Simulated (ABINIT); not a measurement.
# Ti in ABINIT: convergence with k mesh

Input of the first run (k mesh 2 × 2 × 2); the others differ in this setting and in those tied to it:

File run.abi:

```
pp_dirpath "./"
pseudos "Ti.GGA_PBE-JTH.xml"

acell 3*1.0
rprim
     0.0000000000     3.8361440330     3.8361440330
     3.8361440330     0.0000000000     3.8361440330
     3.8361440330     3.8361440330     0.0000000000
ntypat 1
znucl 22
natom 1
typat 1
xred
     0.0000000000     0.0000000000     0.0000000000

ecut 18.0
pawecutdg 36.0

kptopt 1
ngkpt 2 2 2
nshiftk 1
shiftk 0.0 0.0 0.0

ixc -497498
usekden 1
pawxcdev 0

nband 10
occopt 3
tsmear 0.05 eV

nstep 100
tolvrs 1.0e-7

iomode 3
prtwf 0
prtden 0
prteig 0
prtebands 0
enunit 2
prtvol 2
```

Potentials or basis: JTH PAW PBE v2.0.

Launch:

```bash
$ abinit run.abi > log 2>&1
```

This isn't the form of Ti at room conditions, which is hcp.

Hardware: 1 thread of Arm Neoverse V1 (shared host).

```csv
k mesh,"energy less the tightest run, at zero smearing (meV/atom)",pressure (GPa),SCF cycles,CPU time (s),peak memory (GiB)
2 × 2 × 2,-208.19,-3.18,19,14,0.09
3 × 3 × 3,36.70,3.26,10,8.6,0.09
5 × 5 × 5,-17.44,2.55,10,12,0.09
7 × 7 × 7,5.96,3.57,7,12,0.09
8 × 8 × 8,2.98,3.58,8,17,0.09
10 × 10 × 10,1.17,3.24,9,27,0.1
12 × 12 × 12,0.93,3.43,9,39,0.1
14 × 14 × 14,0.77,3.44,10,58,0.11
16 × 16 × 16,0.00,3.42,10,78,0.11
```

Against the tightest run, the energy stays within 1 meV/atom from 12 × 12 × 12 on; the pressure stays within 0.1 GPa from 12 × 12 × 12 on. Meshes of other sizes hit other points, so gaps and Fermi surfaces needn't settle smoothly. The tightest run that finished is the yardstick and may itself not be fully converged.

Caveat, for the tightest run too: the PAW data sets were made with another functional, which shifts forces and pressure a little.
